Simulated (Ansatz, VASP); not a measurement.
## PbS: VASP beside Ansatz

File INCAR:

```
SYSTEM = PbS
ALGO = Normal ; EDIFF = 1E-6
ENCUT = 520 ; GGA = RP
ISIF = 2 ; ISMEAR = 0
LASPH = .True. ; LCHARG = .True.
LELF = .True. ; LREAL = .False.
LVHAR = .True. ; LWAVE = .False.
NBANDS = 17 ; NELM = 60
PREC = Accurate ; SIGMA = 0.02
```

KPOINTS

```
k-points
0
Gamma
  8 8 8
  0 0 0
```

Contents of POSCAR:

```
PbS
1.0
    2.1126617058      1.2197458045      3.4519162518
   -2.1126617058      1.2197458045      3.4519162518
    0.0000000000     -2.4394916091      3.4519162518
Pb S
1 1
Direct
    0.9805657800      0.9805657800      0.9805657800
    0.4750355500      0.4750355500      0.4750355500
```

Contents of input.yaml:

```yaml
crystal:
  lattice:
    - [2.1126617058, 1.2197458045, 3.4519162518]
    - [-2.1126617058, 1.2197458045, 3.4519162518]
    - [0.0, -2.4394916091, 3.4519162518]
  atoms:
    - { symbol: Pb, position: [0.98056578, 0.98056578, 0.98056578] }
    - { symbol: S, position: [0.47503555, 0.47503555, 0.47503555] }
kpoints:
  mp_grid: { grid: [8, 8, 8] }
scf:
  occupations: { method: gaussian, width: 0.02 }
hamiltonian:
  xc: rpbe
  pseudopotentials: { kind: all_electron, lapw: { basis_error: 0.001 } }
output:
  forces: true
  stress: true
  eigenvalues: true
```

The cell is a database's computed one.

Alike in both runs: task single point; functional RPBE; k mesh 8 × 8 × 8; occupations gaussian, width 0.02 eV; no spin polarisation.

|  | VASP | Ansatz |
| --- | --- | --- |
| version | VASP 6.6.1 | Ansatz 0.2.0 |
| potentials or method | VASP PAW PBE potentials, release 64 (Pb_d, S) | all-electron LAPW, scalar-relativistic |
| plane-wave cutoff (eV) | 520 | see its input |

|  | VASP | Ansatz | Ansatz less VASP |
| --- | --- | --- | --- |
| gap on the k mesh at the Fermi level (eV) | 0.56 | 0.55 | -0.007 |
| least direct gap on the mesh (eV) | 0.56 | 0.55 | -0.007 |
| pressure (GPa) | 2.7 | 2.8 | +0.10 |
| rms of the force components (eV/Å) | 0.014 | 0.014 | -0.0004 |

Atom by atom the forces differ by 0.000 eV/Å (rms over components). Ansatz ran all-electron here, so the differences hold the error of VASP's frozen core and of both bases.

Caveats: spin-orbit coupling is left out, which as a rule narrows the gap of such compounds by several tenths of an eV; the PAW data sets were made with another functional, which shifts forces and pressure a little (VASP). A k mesh can miss the band edges.
